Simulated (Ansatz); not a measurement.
BaS, DFT, PBEsol, PAW with Ansatz's default frozen-core files, scalar-relativistic (Ansatz 0.2.0), run on 1 thread of Arm Neoverse V1 on a shared host.

The cell is COD entry 9008600, as deposited and not checked against the literature; nothing was relaxed. The listed cell was then made from it by scaling, straining or moving an atom.

Command: `ansatz run input.yaml --threads 1 --pin off --max-ram 3072MiB --backend cpu --events-out ev --progress --plain --runs-dir out`

```yaml
crystal:
  lattice:
    - [0.0, 3.2201458251, 3.2201458251]
    - [3.2201458251, 0.0, 3.2201458251]
    - [3.2201458251, 3.2201458251, 0.0]
  atoms:
    - { symbol: Ba, position: [0.0, 0.0, 0.0] }
    - { symbol: S, position: [0.5, 0.5, 0.5] }
kpoints:
  mp_grid: { grid: [8, 8, 8] }
scf:
  occupations: { method: fermi_dirac, width: 0.02 }
hamiltonian:
  xc: pbesol
  pseudopotentials: { kind: paw }
output:
  forces: true
  stress: true
  eigenvalues: true
  efg: { contact_densities: true }
```

(1) How large is the problem that the program sets up?

(2) About how long does it take, and how much memory does it use?

(3) And the same cell and mesh by LAPW (all electrons), asked for forces, stress, eigenvalues, on the same hardware?

Answers

(1) 29 irreducible k-points, 1291 plane waves at Γ, 12 bands.

(2) 3.9 s of wall time for 6 SCF iterations, with a peak of 0.38 GiB. Times on shared machines scatter by tens of per cent.

(3) 7.8 s, peak memory 0.29 GiB.
